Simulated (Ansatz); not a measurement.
Runs of Ansatz 0.2.0 on C. The cell holds a slab with vacuum, 4 atoms: a = 2.456 Å, b = 2.456 Å, c = 24.134 Å, α = 90.00°, β = 90.00°, γ = 120.00°. The slab is cut from a database's or a generator's crystal, which needn't be the stable form of the element.

| task | level | cell | k mesh | cutoff (eV) | points for each segment of the path | mesh quality | gap on the mesh (eV) | V0 of scaled cells (Å³/atom) | relaxed volume (Å³/atom) | B0 (GPa) | largest force (eV/Å) |
| --- | --- | --- | --- | --- | --- | --- | --- | --- | --- | --- | --- |
| band structure | LDA | as given | 12 × 12 × 2 | 420 | 14 | not flagged | - | - | - | - | 0.02 |
| band structure | PBEsol | as given | 12 × 12 × 2 | 420 | 14 | not flagged | - | - | - | - | 0.02 |
| band structure | r2SCAN | as given | 12 × 12 × 2 | 500 | 14 | not flagged | none | - | - | - | 0.02 |
| relaxation of cell and atoms | PBE0 | relaxed | 8 × 8 × 2 | 420 | - | not flagged | 2.99 | - | (a) | - | - |
| relaxation of cell and atoms | HSE06 | relaxed | 8 × 8 × 2 | 420 | - | not flagged | 2.40 | - | 31.35 | - | - |
| equation of state | LDA | as given | 12 × 12 × 2 | 420 | - | not flagged | - | 31.08 | - | 81 | - |
| equation of state | PBEsol | as given | 12 × 12 × 2 | 420 | - | not flagged | - | 31.64 | - | (b) | - |
| band structure | HSE06 | as given | 8 × 8 × 2 | 420 | 4 | coarse | - | - | - | - | 0.04 |
| equation of state | r2SCAN | as given | 12 × 12 × 2 | 500 | - | not flagged | - | 31.52 | - | 80 | - |
| single point | PBE0 | as given | 8 × 8 × 2 | 420 | - | not flagged | 2.84 | - | - | - | 0.04 |

Alike in all rows: potentials or basis Ansatz PAW; no spin polarisation; smearing fermi-dirac 0.05 eV.

Fill in the values left out.

(a) 31.36; (b) 78.

Caveats: some runs use coarse meshes; the PAW data sets come from PBE, with cores solved anew for the run's functional, which leaves a small shift of forces and pressure; the cell was scaled at fixed shape and fractional positions, which overstates the stiffness of a crystal with free parameters, most of all of layers and chains (some runs); the plane-wave basis is chosen anew once the cell has moved, so the energies of steps on either side of that aren't comparable (some runs); the k mesh misses the band edges, so the gap on the mesh is wider than the one along the path (some runs).

A gap of «none» marks a metal or a gap under the smearing width.

Not every run made on this cell is shown here.
